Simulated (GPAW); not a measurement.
A calculation with GPAW 26.7.0 of HfN (cli, structure from a P1 CIF):

File HfN.cif:

```cif
data_HfN
_cell_length_a 2.82503000
_cell_length_b 2.82503000
_cell_length_c 2.82503000
_cell_angle_alpha 90.00000000
_cell_angle_beta 90.00000000
_cell_angle_gamma 90.00000000
_space_group_name_H-M_alt 'P1'
_space_group_name_Hall 'P 1'
_space_group_IT_number 1
loop_
_space_group_symop_operation_xyz
'x,y,z'
loop_
_atom_site_label
_atom_site_type_symbol
_atom_site_symmetry_multiplicity
_atom_site_Wyckoff_symbol
_atom_site_fract_x
_atom_site_fract_y
_atom_site_fract_z
_atom_site_occupancy
Hf1 Hf 1 a 0.5000000000 0.5000000000 0.5000000000 1
N1 N 1 a 0.0000000000 0.0000000000 0.0000000000 1
```

Potentials or basis: GPAW PAW data sets (gpaw-data 1.2.1), pw.

Run with:

```sh
$ OMP_NUM_THREADS=1 gpaw run HfN.cif -p 'mode=PW(800),xc=PBE,kpts={size:(9,9,9),gamma:True},occupations={name:fermi-dirac,width:0.05},nbands=19,convergence={density:1e-05,energy:1e-05},maxiter=150,txt=gpaw.txt' --properties efs -w gs.gpw
```

The cell was built by a generator and needn't be a form met in nature.

Problem. Write the same calculation in another form: ASE script, structure typed inline.

Solution. As run:

File run.py:

```python
from ase import Atoms
from ase.dft.bandgap import bandgap
from ase.io import write
from ase.units import Bohr, GPa
from gpaw import GPAW, PW
from gpaw.elf import elf_from_dft_calculation

atoms = Atoms(['Hf', 'N'],
              cell=[[2.82503, 0.0, 0.0],
                    [0.0, 2.82503, 0.0],
                    [0.0, 0.0, 2.82503]],
              scaled_positions=[[0.5, 0.5, 0.5],
                                [0.0, 0.0, 0.0]],
              pbc=True)

calc = GPAW(mode=PW(800),
            xc='PBE',
            kpts={'size': (9, 9, 9), 'gamma': True},
            occupations={'name': 'fermi-dirac', 'width': 0.05},
            nbands=19,
            convergence={'density': 1e-05, 'energy': 1e-05},
            maxiter=150,
            txt='gpaw.txt')
atoms.calc = calc
energy = atoms.get_potential_energy()
forces = atoms.get_forces()
stress = atoms.get_stress()
calc.write('gs.gpw')
write('result.traj', atoms)
print(f'Energy: {energy:.6f} eV')
print('Forces (eV/A):')
print(forces.round(4))
print('Stress (GPa):', (stress / GPa).round(3))
print('Fermi level:', round(calc.get_fermi_level(), 4), 'eV')
print(f'Gap: {bandgap(calc)[0]:.4f} eV, direct: {bandgap(calc, direct=True)[0]:.4f} eV')

# fields on the real-space grid
write('density.cube', atoms, data=calc.get_pseudo_density() * Bohr**3)
write('potential.cube', atoms, data=calc.get_electrostatic_potential())
write('elf.cube', atoms, data=elf_from_dft_calculation(calc).data)
```

Potentials or basis: GPAW PAW data sets (gpaw-data 1.2.1), pw.

Command:

```sh
$ OMP_NUM_THREADS=1 python run.py
```

Both were run:

|  | cli, structure from a P1 CIF | ASE script, structure typed inline |
| --- | --- | --- |
| Pressure | -0.5 GPa | -0.5 GPa |
| Band gap on the k mesh | none (metal or under the smearing width) | none (metal or under the smearing width) |

Keys that steer only the numerical path or the files written may differ.
